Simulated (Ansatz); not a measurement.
The guess for Ru was made by a generator: random cell by space group and Wyckoff sites (P4/mmm, No. 123). Its size is a rough estimate.

```cif
data_structure
_symmetry_space_group_name_H-M 'P4/mmm'
_symmetry_Int_Tables_number 123
_cell_length_a 1.7050
_cell_length_b 1.7050
_cell_length_c 2.7356
_cell_angle_alpha 90.000
_cell_angle_beta 90.000
_cell_angle_gamma 90.000
_cell_volume 7.95
loop_
_atom_site_label
_atom_site_type_symbol
_atom_site_symmetry_multiplicity
_atom_site_Wyckoff_symbol
_atom_site_fract_x
_atom_site_fract_y
_atom_site_fract_z
_atom_site_occupancy
Ru1 Ru 1 c 0.50000 0.50000 0.00000 1
```

Computed with DFT PBE, scalar-relativistic, plane waves, PAW (Ansatz). Cutoff 420 eV, Gaussian smearing, Γ-centred meshes. Cell and atoms relax first on a coarse mesh and then on a finer one. In between, the cell is made exact in the group found at 0.06 Å. In metals the finer mesh still leaves noise of several meV/atom or more. The steps can't lower the symmetry of their start. Collinear spin is switched on along the way, since trial moments persisted in a coarse test.

A guess keeps its type if space group and coordination stay and the shape of the cell changes little (axis ratios within about 15 %, angles within 6°); the volume may change.

Q: Does it keep its structure type, or change into something else?

A: It doesn't keep its type. The symmetry goes from P4/mmm (No. 123) to Pm-3m (No. 221). The end has the simple cubic type. The volume per atom grows by 99.1 %, from 8.0 to 15.8 Å³. The shortest distance goes from 1.71 Å (Ru–Ru) to 2.51 Å (Ru–Ru). Counting neighbours within 15 % of an atom's shortest distance, the start has Ru 4 and the end Ru 6. In detail, at the end around Ru lie 6 Ru at 2.51 Å.

```
CELL_PARAMETERS angstrom
2.51103 0.00000 0.00000
0.00000 2.51103 0.00000
0.00000 0.00000 2.51103
ATOMIC_POSITIONS crystal
Ru 0.50000 0.50000 0.50000
```

The last run used collinear spin, a 22×22×22 mesh for its 1-atom cell and Gaussian smearing of 0.10 eV. A structure relaxed within its symmetry needn't be a true minimum.
